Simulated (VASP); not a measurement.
# ZnS: forms and broadenings of the independent-particle spectrum

ZnS, R3m (no. 160), 6 atoms in the cell. PBE, independent-particle dielectric function; PAW potentials Zn, S (PBE set).

## Input

INCAR.step1:
```
SYSTEM = ZnS
EDIFF    = 1E-8           ! SCF threshold, eV
ENCUT    = 320            ! plane-wave cutoff, eV
ISMEAR   = 0              ! smearing method
KPAR     = 4            
LASPH    = .True.         ! aspherical terms in the spheres
LCHARG   = .False.        ! write CHGCAR
LEPSILON = .True.         ! dielectric tensor by DFPT
LWAVE    = .False.        ! write WAVECAR
PREC     = Accurate       ! precision mode
SIGMA    = 0.02           ! smearing width, eV
```

INCAR.step2, as INCAR.step1 but for:
```
- LEPSILON = .True.
- LWAVE = .False.
+ LWAVE = .True.
+ NBANDS = 91
```

INCAR.step3, as INCAR.step2 but for:
```
- EDIFF = 1E-8
- LWAVE = .True.
+ ALGO = None
+ CSHIFT = 0.1
+ EDIFF = 1E-7
+ ISTART = 1
+ LOPTICS = .True.
+ LWAVE = .False.
+ NEDOS = 2000
+ NELM = 1
```

INCAR.step4, as INCAR.step3 but for:
```
+ LNABLA = .True.
```

INCAR.step5, as INCAR.step4 but for:
```
- LNABLA = .True.
+ IPEAD = 3
+ LPEAD = .True.
```

INCAR.step6, as INCAR.step5 but for:
```
- IPEAD = 3
+ IPEAD = 2
```

INCAR.step7 changes the same tag again: IPEAD = 4.

INCAR.step8, as INCAR.step7 but for:
```
- CSHIFT = 0.1
- IPEAD = 4
- LPEAD = .True.
+ CSHIFT = 0.5
```

INCAR.step9, as INCAR.step8 but for:
```
- CSHIFT = 0.5
+ CSHIFT = 0.05
```

INCAR.step10 changes the same tag again: CSHIFT = 0.01.

INCAR.step11, as INCAR.step10 but for:
```
- CSHIFT = 0.01
- ISMEAR = 0
+ CSHIFT = 0.1
+ ISMEAR = -5
```

INCAR.step12, as INCAR.step11 but for:
```
- ISMEAR = -5
- SIGMA = 0.02
+ ISMEAR = 0
+ SIGMA = 0.2
```

INCAR.step13, as INCAR.step12 but for:
```
- SIGMA = 0.2
+ OMEGAMAX = 12
+ SIGMA = 0.02
```

INCAR.step14, as INCAR.step13 but for:
```
- OMEGAMAX = 12
+ OMEGAMAX = 60
```

KPOINTS:
```
k-points
0
Gamma
  6 6 6
```

POSCAR:
```
ZnS
1.0
    1.9030712007      1.0987386700      9.3519478348
   -1.9030712007      1.0987386700      9.3519478348
    0.0000000000     -2.1974773400      9.3519478348
Zn S
3 3
Direct
    0.4446134400      0.4446134400      0.4446134400
    0.2222694100      0.2222694100      0.2222694100
    0.9999711400      0.9999711400      0.9999711400
    0.3053625400      0.3053625400      0.3053625400
    0.5278423000      0.5278423000      0.5278423000
    0.0832671700      0.0832671700      0.0832671700
```

Commands (each step's output is kept before the next begins):
```
cat potpaw_PBE.64/Zn/POTCAR potpaw_PBE.64/S/POTCAR > POTCAR
cp INCAR.step1 INCAR
mpirun -np 4 vasp_std > vasp.out
rm WAVECAR CHG
cp INCAR.step2 INCAR
mpirun -np 4 vasp_std > vasp.out
cp INCAR.step3 INCAR
mpirun -np 4 vasp_std > vasp.out
cp INCAR.step4 INCAR
mpirun -np 4 vasp_std > vasp.out
cp INCAR.step5 INCAR
mpirun -np 4 vasp_std > vasp.out
cp INCAR.step6 INCAR
mpirun -np 4 vasp_std > vasp.out
cp INCAR.step7 INCAR
mpirun -np 4 vasp_std > vasp.out
cp INCAR.step8 INCAR
mpirun -np 4 vasp_std > vasp.out
cp INCAR.step9 INCAR
mpirun -np 4 vasp_std > vasp.out
cp INCAR.step10 INCAR
mpirun -np 4 vasp_std > vasp.out
cp INCAR.step11 INCAR
mpirun -np 4 vasp_std > vasp.out
cp INCAR.step12 INCAR
mpirun -np 4 vasp_std > vasp.out
cp INCAR.step13 INCAR
mpirun -np 4 vasp_std > vasp.out
cp INCAR.step14 INCAR
mpirun -np 4 vasp_std > vasp.out
```

## Result

- Direct gap on the mesh (eV): 2.19
- Gap on the mesh (eV): 2.19
- Bands: 91

One ground state, settings moved in the last step alone:

| Settings | ε at zero frequency | Mean energy of the absorption, weighted by Im ε (eV) | Time (s) |
|---|---|---|---|
| longitudinal form, CSHIFT 0.1 | 6.39 | 6.86 | 13 |
| transversal form (LNABLA) | 7.17 | 6.94 | 13 |
| finite differences (LPEAD), order 3 | 6.16 | 6.98 | 96 |
| finite differences (LPEAD), order 2 | 6.11 | 7.03 | 77 |
| finite differences (LPEAD), order 4 | 6.18 | 6.96 | 112 |
| CSHIFT 0.5 | 6.34 | 6.84 | 15 |
| CSHIFT 0.05 | 6.39 | 6.86 | 16 |
| CSHIFT 0.01 | 6.39 | 6.92 | 15 |
| tetrahedron method | 6.22 | 6.96 | 16 |
| SIGMA 0.2 | 6.39 | 6.86 | 17 |
| OMEGAMAX 12, which cuts the spectrum short | 6.09 | 6.84 | 15 |
| OMEGAMAX 60 | 6.39 | 6.86 | 15 |

The mean energy covers the spectrum up to 12 eV.

On the same mesh, density-functional perturbation theory with local fields gives ε = 6.03.

Limits: The 6×6×6 mesh is coarse for a spectrum: peaks stand apart that a denser mesh merges, and ε at zero frequency can be far too high.

VASP 6.6.1 took 1979 s on 4 cores (Intel Xeon Platinum 8259CL @ 2.50GHz (Skylake/Cascade Lake)), a shared host.
